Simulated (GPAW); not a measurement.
Consider MgO (Periclase, Fm-3m).

```
Mg O
1.0
     0.00000    2.10850    2.10850
     2.10850    0.00000    2.10850
     2.10850    2.10850    0.00000
Mg O
1 1
Cartesian
  0.0000 0.0000 0.0000
  2.1085 2.1085 2.1085
```

Absorber: atom 1, with 6 O at 2.11 Å (octahedral, site symmetry m-3m). Method: GPAW, RPBE, full core hole (charged cell), 16-atom cell with 6.0 Å between holes, 5×5×5 k points, dipole transitions, Gaussian full width 0.9 eV up to 4 eV, rising linearly to 3.5 eV at 25 eV.

The database entry behind the starting cell differs from later determinations by our own check (about 0.1 % long), so it need not match the best structure at ambient conditions.

**Question.** Where do the maxima of the Mg K edge fall?

Main maxima up to 24 eV above the zero (height): 4.5 eV (2.10), 8.8 eV (2.01), 10.9 eV (2.32) and 23.1 eV (0.69). A K edge sees empty p states on the absorber. The total-energy difference plus the lowest empty eigenvalue puts the zero at 1316.38 eV. One term is added: -12.99 eV, since the hole is spin-paired here and a spin-polarised one costs that much less in the free atom (computed apart). The photon energy is then 1303.39 eV. The tabulated edge of the element is 1303 eV. The functional and the charged cell's background leave an error of a few eV in such absolute values.

The Mg K spectrum (energy from the lowest empty level; intensity scaled to a mean of 1 over the first 20 eV):

| E (eV) | intensity |
| --- | --- |
| -2.0 | 0.00 |
| -1.4 | 0.00 |
| -0.8 | 0.00 |
| -0.2 | 0.00 |
| 0.4 | 0.01 |
| 1.0 | 0.02 |
| 1.6 | 0.05 |
| 2.2 | 0.09 |
| 2.8 | 0.55 |
| 3.4 | 1.33 |
| 4.0 | 1.79 |
| 4.6 | 2.06 |
| 5.2 | 1.56 |
| 5.8 | 1.32 |
| 6.4 | 0.94 |
| 7.0 | 0.71 |
| 7.6 | 1.07 |
| 8.2 | 1.74 |
| 8.8 | 2.01 |
| 9.4 | 1.94 |
| 10.0 | 2.09 |
| 10.6 | 2.29 |
| 11.2 | 2.27 |
| 11.8 | 1.93 |
| 12.4 | 1.34 |
| 13.0 | 0.83 |
| 13.6 | 0.58 |
| 14.2 | 0.51 |
| 14.8 | 0.47 |
| 15.4 | 0.44 |
| 16.0 | 0.40 |
| 16.6 | 0.39 |
| 17.2 | 0.39 |
| 17.8 | 0.42 |
| 18.4 | 0.47 |
| 19.0 | 0.53 |
| 19.6 | 0.58 |
| 20.2 | 0.63 |
| 20.8 | 0.65 |
| 21.4 | 0.67 |
| 22.0 | 0.68 |
| 22.6 | 0.69 |
| 23.2 | 0.69 |
| 23.8 | 0.68 |
| 24.4 | 0.65 |
| 25.0 | 0.59 |
| 25.6 | 0.51 |
| 26.2 | 0.44 |
| 26.8 | 0.37 |
| 27.4 | 0.32 |
| 28.0 | 0.29 |
| 28.6 | 0.27 |
| 29.2 | 0.26 |

The holes are only 6.0 Å apart, so the shape is probably not converged with cell size; no larger cell was run here. The mesh is coarse (0.26 Å⁻¹ between points), so small maxima may be mesh ripples. The structure is a published determination, not relaxed.

[Banner, clock and machine lines of the logs are left out without a mark of their own.]

[Logs are printed without paths, hosts, clocks, repeated set-up lines and the standing remarks that a program may print on its own settings, such as how far it seeks lower states.]

[Hosts, paths, dates, database ids (printed as entryN), source tags and the programs' standing remarks are cut or masked in the printed files.]

[Lists of maxima count a maximum above −3 eV only where it reaches 4 % of the highest in the window and stands out from its surroundings by 2 % of it (1.5 % where it reaches 55 %); shoulders and weaker maxima are passed over, and of the rest the first, up to two pre-edge ones and the few strongest are named.]
